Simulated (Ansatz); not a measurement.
# Sn: the cost of one run

Method: DFT PBE, scalar-relativistic, plane waves, PAW, in Ansatz 0.2.0.

1 further run of the same task is left out (set aside as unsound or not needed).

### Step 1. Starting point

The structure is tetragonal, space group I4_1/amd (No. 141). The conventional cell has a = 5.929 Å, b = 5.929 Å, c = 3.233 Å, α = 90.00°, β = 90.00°, γ = 90.00°. Sn (site symmetry -4m2) has 6 Sn at 3.07 to 3.23 Å as nearest neighbours.

As a file:

```xyz
2
Lattice="-2.9643 2.9643 1.6163 2.9643 -2.9643 1.6163 2.9643 2.9643 -1.6163" Properties=species:S:1:pos:R:3 pbc="T T T"
Sn    0.0000    2.9643    0.8082
Sn    0.0000    0.0000    0.0000
```

It goes back to an entry of the Materials Project.

This cell was relaxed beforehand with the same method: volume 28.41 Å³/atom, gap on the mesh none (metal).

### Step 2. Electronic structure at the relaxed geometry

The input, input.yaml:

```yaml
crystal:
  lattice:
    - [-2.9643162545, 2.9643162545, 1.6163469645]
    - [2.9643162545, -2.9643162545, 1.6163469645]
    - [2.9643162545, 2.9643162545, -1.6163469645]
  atoms:
    - { symbol: Sn, position: [0.75, 0.25, 0.5] }
    - { symbol: Sn, position: [0.0, 0.0, 0.0] }
basis:
  ecutwfc: 420
kpoints:
  mp_grid: { grid: [14, 14, 14] }
  band_path:
    path:
      - [[0.0, 0.0, 0.0], [0.0, 0.0, 0.5], [-0.5, 0.5, 0.5], [0.0, 0.0, 0.0], [0.32432931, 0.32432931, -0.32432931]]
      - [[-0.32432931, 0.67567069, 0.32432931], [-0.5, 0.5, 0.5]]
      - [[0.0, 0.0, 0.5], [0.25, 0.25, 0.25], [0.0, 0.5, 0.0], [0.0, 0.0, 0.0]]
    npoints: 14
hamiltonian:
  xc: pbe
scf:
  occupations: { method: gaussian, width: 0.1 }
  n_extra_bands: 6
output:
  forces: true
  stress: true
  eigenvalues: true
  populations: true
  dos: { projected: true, de: 0.02, nscf_kmesh: { grid: [21, 21, 21] } }
  bader: true
  write_density: true
  write_potential: true
  elf: true
  volumetric_format: npy
```

On the command line:

```sh
ansatz run input.yaml --threads 1 --pin off --max-ram 2560MiB --backend cpu --events-out ev --progress --plain --runs-dir out
```

Q: Estimate wall time and peak memory on 1 thread of Intel Xeon 6975P-C (Granite Rapids), shared host.

About 29 s, with a peak of 0.76 GiB.
